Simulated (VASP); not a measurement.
# PtSe2 (Sudovikovite) (P-3m1) in VASP: a series of runs

One crystal, PtSe2 (Sudovikovite), is run at these levels: PBE; tasks: single point.

All numbers are computed with VASP 6.6.1; they aren't measurements. Logs are shortened: lines on timing, memory, paths and dates and some standing lists are left out, and cuts for length are marked.

**1. The structure**

The structure is trigonal, space group P-3m1 (No. 164). The conventional cell has a = 3.724 Å, b = 3.724 Å, c = 5.062 Å, α = 90.00°, β = 90.00°, γ = 120.00°. Pt (site symmetry -3m) is surrounded by 6 Se at 2.49 Å. Se (site symmetry 3m) is surrounded by 3 Pt at 2.49 Å.

**2. Single point, PBE, spin-orbit coupling, no magnetisation**

Input file INCAR:

```
SYSTEM = PtSe2
PREC     = Accurate       ! precision mode
ENCUT    = 400            ! plane-wave cutoff, eV
EDIFF    = 1E-5           ! SCF threshold, eV
ISMEAR   = 0              ! smearing method
SIGMA    = 0.02           ! smearing width, eV
LREAL    = .FALSE.        ! projectors in reciprocal space
LASPH    = .TRUE.         ! aspherical terms in the spheres
NELM     = 100            ! most SCF steps
ALGO     = Normal         ! electronic algorithm
ISIF     = 2              ! what is computed and relaxed
LWAVE    = .FALSE.        ! write WAVECAR
LCHARG   = .FALSE.        ! write CHGCAR
MAGMOM   = 0 0 0 0 0 0 0 0 0 ! initial moments
LORBIT   = 11             ! projections on sites
LSORBIT  = .TRUE.         ! spin-orbit coupling
GGA_COMPAT= .FALSE.      
LMAXMIX  = 4              ! l up to which the mixer works
GGA      = PE             ! functional
NBANDS   = 38             ! bands
```

Input file KPOINTS:

```
Automatic mesh
0
G
  7 7 5
  0 0 0
```

Input file POSCAR:

```
PtSe2
1.0
    3.7240000000      0.0000000000      0.0000000000
   -1.8620000000      3.2250786037      0.0000000000
    0.0000000000      0.0000000000      5.0620000000
Pt Se
1 2
Direct
    0.0000000000      0.0000000000      0.0000000000
    0.6666666667      0.3333333333      0.7500000000
    0.3333333333      0.6666666667      0.2500000000
```

Potentials or basis: VASP PAW PBE potentials, release 64 (Pt, Se).

Launch:

```
cat potpaw_PBE.64/Pt/POTCAR potpaw_PBE.64/Se/POTCAR > POTCAR
mpirun -np 1 vasp_ncl > vasp.out
```

OUTCAR:

```text
SYSTEM = PtSe2
   PREC = Accurate
   ENCUT = 400
   EDIFF = 1E-5
   ISMEAR = 0
   LREAL = .FALSE.
   LASPH = .TRUE.
   NELM = 100
   ISIF = 2
   LORBIT = 11
   LSORBIT = .TRUE.
   GGA = PE

 Found     32 irreducible k-points:

 Following reciprocal coordinates:
            Coordinates               Weight
  0.000000  0.000000  0.000000      1.000000
  0.142857 -0.000000  0.000000      6.000000
  0.285714 -0.000000  0.000000      6.000000
  0.428571  0.000000  0.000000      6.000000
  0.142857  0.142857  0.000000      6.000000
  0.285714  0.142857  0.000000     12.000000
   k-points           NKPTS =     32   k-points in BZ     NKDIM =     32   number of bands    NBANDS=     38
   number of dos      NEDOS =    301   number of ions     NIONS =      3
   total plane-waves  NPLWV =  20736
   dimension x,y,z NGX =    24 NGY =   24 NGZ =   36
   dimension x,y,z NGXF=    48 NGYF=   48 NGZF=   72
   ions per type =               1   2
   NGX,Y,Z   is equivalent  to a cutoff of  10.71, 10.71, 11.82 a.u.
   NGXF,Y,Z  is equivalent  to a cutoff of  21.43, 21.43, 23.65 a.u.
 SYSTEM =  PtSe2
   PREC   = accura    normal or accurate (medium, high low for compatibility)
   ISTART =      0    job   : 0-new  1-cont  2-samecut
   ICHARG =      2    charge: 1-file 2-atom 10-const
   ISPIN  =      1    spin polarized calculation?
   LNONCOLLINEAR =      T non collinear calculations
   LSORBIT =      T    spin-orbit coupling
   LASPH  =      T    aspherical Exc in radial PAW
   ENCUT  =  400.0 eV  29.40 Ry    5.42 a.u.   6.07  6.07  8.25*2*pi/ulx,y,z
   NELM   =    100;   NELMIN=  2; NELMDL= -5     # of ELM steps
   EDIFF  = 0.1E-04   stopping-criterion for ELM
   LREAL  =      F    real-space projection
   EDIFFG = 0.1E-03   stopping-criterion for IOM
   NSW    =      0    number of steps for IOM
   IBRION =     -1    ionic relax: 0-MD 1-quasi-New 2-CG
   NFREE  =      0    steps in history (QN), initial steepest desc. (CG)
   ISIF   =      2    stress and relaxation
   ISYM   =      2    0-nonsym 1-usesym 2-fastsym
   POTIM  = 0.5000    time-step for ionic-motion
   TEBEG  =    0.0;   TEEND  =   0.0 temperature during run
   PSTRESS=    0.0 pullay stress
   NELECT =      22.0000    total number of electrons
   NUPDOWN=      -1.0000    fix difference up-down
   EMIN   =  10.00;   EMAX   =-10.00  energy-range for DOS
   EFERMI =   0.00;   METHOD = LEGACY
   ISMEAR =     0;   SIGMA  =   0.02  broadening in eV -4-tet -1-fermi 0-gaus
   EFERMI_NEDOS =   21; number of points for ismear=-14 and -15
   IALGO  =     38    algorithm
   IMIX   =      4    mixing-type and parameters
     AMIX     =   0.40;   BMIX     =  1.00
     AMIX_MAG =   1.60;   BMIX_MAG =  1.00
  volume/ion in A,a.u.               =      20.27       136.76
  Fermi-wavevector in a.u.,A,eV,Ry     =   1.166608  2.204570 18.517184  1.360975
  Thomas-Fermi vector in A             =   2.303119
   LORBIT       =     11    0 simple, 1 ext, 2 COOP (PROOUT), +10 PAW based schemes
   GGA     = PE    functional components
   LHFCALC =     F    Hartree Fock is set to
   AEXX    =    0.0000 exact exchange contribution
   IVDW    =     0    specifies the selected vdW correction
   LEPSILON=     F    determine dielectric tensor
   LRPA    =     F    only Hartree local field effects (RPA)
 Gauss-broadening in eV      SIGMA  =   0.02
  energy-cutoff  :      400.00
  volume of cell :       60.80
 maximum number of plane-waves:      2242
   NGX = 13   NGY = 13   NGZ = 17

 number of electron      21.9999994 magnetization       0.0000000      0.0000000      0.0000000

 number of electron      21.9999994 magnetization       0.0000000      0.0000000     -0.0000000

 number of electron      21.9999994 magnetization       0.0000000     -0.0000000     -0.0000000

 Free energy of the ion-electron system (eV)
  ---------------------------------------------------
  ext. energy  EPLUGINS =         0.00000000
  ---------------------------------------------------
  free energy    TOTEN  =       -14.57959784 eV

  energy without entropy =      -14.57878082  energy(sigma->0) =      -14.57918933

 E-fermi :   6.6501     XC(G=0): -10.6358

 val. band max:        6.6460580288   @ k =   0.2857   0.2857   0.0000
 cond. band min:       6.6607115325   @ k =   0.0000   0.1429   0.2000
 fundamental gap:      0.0146535037
 Fermi energy:         6.6500680996

 k-point     1 :       0.0000    0.0000    0.0000
  band No.  band energies     occupation
      1      -9.1776      1.00000
      2      -9.1776      1.00000
      3      -6.3540      1.00000
      4      -6.3540      1.00000
      5      -0.7034      1.00000
      6      -0.7034      1.00000
[... 26 lines left out ...]
     33      14.0841      0.00000
     34      14.0841      0.00000

 k-point     2 :       0.1429   -0.0000    0.0000
  band No.  band energies     occupation
      1      -8.9512      1.00000
      2      -8.9512      1.00000
      3      -6.4553      1.00000
      4      -6.4553      1.00000
      5      -0.4458      1.00000
      6      -0.4458      1.00000
[... 26 lines left out ...]
     33      14.5045      0.00000
     34      14.5045      0.00000
[... 109 lines left out ...]
     33      14.5398      0.00000
     34      14.5398      0.00000

 k-point     6 :       0.2857    0.1429    0.0000
  band No.  band energies     occupation
      1      -7.8591      1.00000
      2      -7.8591      1.00000
      3      -6.8812      1.00000
      4      -6.8812      1.00000
      5      -0.1202      1.00000
      6      -0.1202      1.00000
[... 26 lines left out ...]
     33      14.8414      0.00000
     34      14.8414      0.00000

 [... further k-points ...]

 [bands above 34 left out]

------------------------ aborting loop because EDIFF is reached ----------------------------------------

  FORCE on cell =-STRESS in cart. coord.  units (eV):
  Direction    XX          YY          ZZ          XY          YZ          ZX
  --------------------------------------------------------------------------------------
  -------------------------------------------------------------------------------------
  Total        3.0282975      3.0282975      2.4032619      0.0000000      0.0000000      0.0000000
  in kB       79.8062671     79.8062671     63.3343851      0.0000000      0.0000000      0.0000000
  external PRESSURE =      74.3156398 kB  Pullay stress =       0.0000000 kB

 VOLUME and BASIS-vectors are now :
 -----------------------------------------------------------------------------
  energy-cutoff  :      400.00
  volume of cell :       60.80
      direct lattice vectors                 reciprocal lattice vectors
     3.724000000  0.000000000  0.000000000     0.268528464  0.155034981  0.000000000
    -1.862000000  3.225078604  0.000000000     0.000000000  0.310069962  0.000000000
     0.000000000  0.000000000  5.062000000     0.000000000  0.000000000  0.197550375

 POSITION                                       TOTAL-FORCE (eV/Angst)
 -----------------------------------------------------------------------------------
      0.00000      0.00000      0.00000         0.000000      0.000000      0.000000
      1.86200      1.07503      3.79650        -0.000000      0.000000     -0.647214
     -0.00000      2.15005      1.26550        -0.000000     -0.000000      0.647214
 -----------------------------------------------------------------------------------
    total drift:                               -0.000000      0.000000      0.000000

  FREE ENERGIE OF THE ION-ELECTRON SYSTEM (eV)
  ---------------------------------------------------
  free  energy   TOTEN  =       -14.5795978376 eV

  energy  without entropy=      -14.5787808236  energy(sigma->0) =      -14.57918933

 Spin-Orbit-Coupling matrix elements

 Ion:    1  E_soc:     -0.7285875
 l=   1
     0.0000000    -0.0341476    -0.0360052
    -0.0341476     0.0000000    -0.0341476
    -0.0360052    -0.0341476     0.0000000
 l=   2
     0.0000000    -0.0190430     0.0000000    -0.0190430    -0.0643831
    -0.0190430     0.0000000    -0.0478844    -0.0236695    -0.0190430
     0.0000000    -0.0478844     0.0000000    -0.0478844     0.0000000
    -0.0190430    -0.0236695    -0.0478844     0.0000000    -0.0190430
    -0.0643831    -0.0190430     0.0000000    -0.0190430     0.0000000
 l=   3
     0.0000000     0.0000000     0.0000000     0.0000000     0.0000000     0.0000000     0.0000000
     0.0000000     0.0000000     0.0000000     0.0000000     0.0000000     0.0000000     0.0000000
     0.0000000     0.0000000     0.0000000     0.0000000     0.0000000     0.0000000     0.0000000
     0.0000000     0.0000000     0.0000000     0.0000000     0.0000000     0.0000000     0.0000000
     0.0000000     0.0000000     0.0000000     0.0000000     0.0000000     0.0000000     0.0000000
     0.0000000     0.0000000     0.0000000     0.0000000     0.0000000     0.0000000     0.0000000
     0.0000000     0.0000000     0.0000000     0.0000000     0.0000000     0.0000000     0.0000000

 Ion:    2  E_soc:     -0.0315323
 l=   1
     0.0000000    -0.0055352    -0.0046483
    -0.0055352     0.0000000    -0.0055352
    -0.0046483    -0.0055352     0.0000000
 l=   2
     0.0000000    -0.0000007     0.0000000    -0.0000007    -0.0000168
    -0.0000007     0.0000000    -0.0000115    -0.0000048    -0.0000007
     0.0000000    -0.0000115     0.0000000    -0.0000115     0.0000000
    -0.0000007    -0.0000048    -0.0000115     0.0000000    -0.0000007
    -0.0000168    -0.0000007     0.0000000    -0.0000007     0.0000000
 l=   3
     0.0000000     0.0000000     0.0000000     0.0000000     0.0000000     0.0000000     0.0000000
     0.0000000     0.0000000     0.0000000     0.0000000     0.0000000     0.0000000     0.0000000
     0.0000000     0.0000000     0.0000000     0.0000000     0.0000000     0.0000000     0.0000000
     0.0000000     0.0000000     0.0000000     0.0000000     0.0000000     0.0000000     0.0000000
     0.0000000     0.0000000     0.0000000     0.0000000     0.0000000     0.0000000     0.0000000
     0.0000000     0.0000000     0.0000000     0.0000000     0.0000000     0.0000000     0.0000000
     0.0000000     0.0000000     0.0000000     0.0000000     0.0000000     0.0000000     0.0000000

 Ion:    3  E_soc:     -0.0315323
 l=   1
     0.0000000    -0.0055352    -0.0046483
    -0.0055352     0.0000000    -0.0055352
    -0.0046483    -0.0055352     0.0000000
 l=   2
     0.0000000    -0.0000007     0.0000000    -0.0000007    -0.0000168
    -0.0000007     0.0000000    -0.0000115    -0.0000048    -0.0000007
     0.0000000    -0.0000115     0.0000000    -0.0000115     0.0000000
    -0.0000007    -0.0000048    -0.0000115     0.0000000    -0.0000007
    -0.0000168    -0.0000007     0.0000000    -0.0000007     0.0000000
 l=   3
     0.0000000     0.0000000     0.0000000     0.0000000     0.0000000     0.0000000     0.0000000
     0.0000000     0.0000000     0.0000000     0.0000000     0.0000000     0.0000000     0.0000000
     0.0000000     0.0000000     0.0000000     0.0000000     0.0000000     0.0000000     0.0000000
     0.0000000     0.0000000     0.0000000     0.0000000     0.0000000     0.0000000     0.0000000
     0.0000000     0.0000000     0.0000000     0.0000000     0.0000000     0.0000000     0.0000000
     0.0000000     0.0000000     0.0000000     0.0000000     0.0000000     0.0000000     0.0000000
     0.0000000     0.0000000     0.0000000     0.0000000     0.0000000     0.0000000     0.0000000

 total charge

# of ion       s       p       d       tot
------------------------------------------
    1        0.694   0.742   8.020   9.456
    2        1.485   2.247   0.071   3.803
    3        1.485   2.247   0.071   3.803
--------------------------------------------------
tot          3.665   5.235   8.162  17.062

 magnetization (x)

# of ion       s       p       d       tot
------------------------------------------
    1        0.000  -0.000   0.000   0.000
    2        0.000   0.000   0.000   0.000
    3        0.000  -0.000   0.000  -0.000
--------------------------------------------------
tot          0.000  -0.000   0.000   0.000

 magnetization (y)

# of ion       s       p       d       tot
------------------------------------------
    1        0.000   0.000   0.000   0.000
    2        0.000  -0.000  -0.000  -0.000
    3        0.000  -0.000  -0.000  -0.000
--------------------------------------------------
tot          0.000  -0.000  -0.000  -0.000

 magnetization (z)

# of ion       s       p       d       tot
------------------------------------------
    1       -0.000   0.000   0.000   0.000
    2        0.000   0.000   0.000   0.000
    3        0.000   0.000   0.000   0.000
--------------------------------------------------
tot         -0.000   0.000   0.000   0.000
```

Run time: 48 s. Hardware: 1 thread of AMD EPYC 9R45 (Zen 5), shared host; peak memory 0.24 GiB.

These settings aren't checked as converged: the numbers below hold their error.

What came out:

```yaml
Free_energy: -14.5796 eV
Pressure: 7.4 GPa
Largest_force: 0.647 eV/Å
Valence_electrons_inside_the_program's_atomic_spheres: Pt 9.46; Se 3.80
```

(Part 1 of 2 ends here.)
